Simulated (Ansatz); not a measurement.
**AlN: band gap under strain**

How does strain move the band edges of zincblende AlN, and do the functionals agree on it? States: -2.0 % strain along z alone; -1.0 % strain along z alone; +1.0 % strain along z alone.

Program: Ansatz 0.2.0. PAW datasets, plane waves. Calculated at 0 K for a non-magnetic cell.

## Step 1: The system as given

The unstrained cell was relaxed with r2SCAN; in each strained cell the atoms were relaxed again with r2SCAN. Names of k-points are those of the unstrained zone, where strain can split equivalent points. First state: -2.0 % strain along z alone.

It is tetragonal, I-4m2 (No. 119); conventional cell a = 3.090 Å, c = 4.282 Å, 10.22 Å³ an atom. Around Al lie 4 N at 1.88 Å; around N lie 4 Al at 1.88 Å.

Structure file:

```
Al N
1.0
     0.00000    2.18488    2.14118
     2.18488    0.00000    2.14118
     2.18488    2.18488    0.00000
Al N
1 1
Direct
  0.00000 0.00000 0.00000
  0.25000 0.25000 0.25000
```

From earlier runs on the unstrained cell: PBE 3.33 eV, r2SCAN 3.94 eV, HSE06 4.55 eV, G0W0 4.68 eV (on its mesh); a = 4.370 Å.

## Step 2: -2.0 % strain along z alone: PBE

File input.yaml:

```yaml
crystal:
  lattice:
    - [0.0, 2.1848764125, 2.1411788842]
    - [2.1848764125, 0.0, 2.1411788842]
    - [2.1848764125, 2.1848764125, 0.0]
  atoms:
    - { symbol: Al, position: [0.0, 0.0, 0.0] }
    - { symbol: "N", position: [0.25, 0.25, 0.25] }
kpoints:
  mp_grid: { grid: [10, 10, 10] }
  band_path:
    path:
      - [0.0, 0.0, 0.0]
      - [-0.5, -0.5, 0.0]
      - [-0.375, -0.375, 0.25]
      - [-0.375, 0.0, 0.375]
      - [0.0, 0.0, 0.5]
      - [-0.5, -0.25, 0.25]
    npoints: 1
hamiltonian:
  xc: pbe
scf:
  occupations: { method: fermi_dirac, width: 0.02 }
  n_extra_bands: 4
output:
  forces: true
  stress: true
  eigenvalues: true
```

Launch:

```bash
> ansatz run input.yaml --threads 2 --pin off --max-ram 29491MiB --backend cpu --events-out ev --progress --plain --runs-dir out
```

Further steps of the session: -2.0 % strain along z alone: r2SCAN; -2.0 % strain along z alone: HSE06; -2.0 % strain along z alone: r2SCAN; -2.0 % strain along z alone: G0W0@PBE; -1.0 % strain along z alone: PBE; -1.0 % strain along z alone: r2SCAN; -1.0 % strain along z alone: HSE06; -1.0 % strain along z alone: r2SCAN; -1.0 % strain along z alone: G0W0@PBE; +1.0 % strain along z alone: PBE; +1.0 % strain along z alone: r2SCAN; +1.0 % strain along z alone: HSE06; +1.0 % strain along z alone: r2SCAN; +1.0 % strain along z alone: G0W0@PBE.

**Question.** What will these runs give?

As calculated:

Least gap in eV (negative: overlap), with the change from the unstrained cell in brackets. G0W0 is on its own coarse mesh.

| state | volume change (%) | PBE | r2SCAN | HSE06 | G0W0 |
| --- | --- | --- | --- | --- | --- |
| -2.0 % strain along z alone | -2.0 | 3.22 (-0.11) | 3.84 (-0.10) | 4.46 (-0.09) | 4.59 (-0.09) |
| -1.0 % strain along z alone | -1.0 | 3.27 (-0.06) | 3.89 (-0.05) | 4.50 (-0.05) | 4.63 (-0.05) |
| +1.0 % strain along z alone | +1.0 | 3.29 (-0.04) | 3.90 (-0.04) | 4.51 (-0.04) | 4.63 (-0.05) |

With HSE06, of the states in the table -2.0 % strain along z alone shifts the gap most, by -0.097 eV. PBE and HSE06 differ by 1.23 eV on the unstrained gap, and by at most 0.01 eV on its change: the two disagree on the size of the gap but agree on its response to strain. G0W0 values are finite-basis, finite-mesh values.
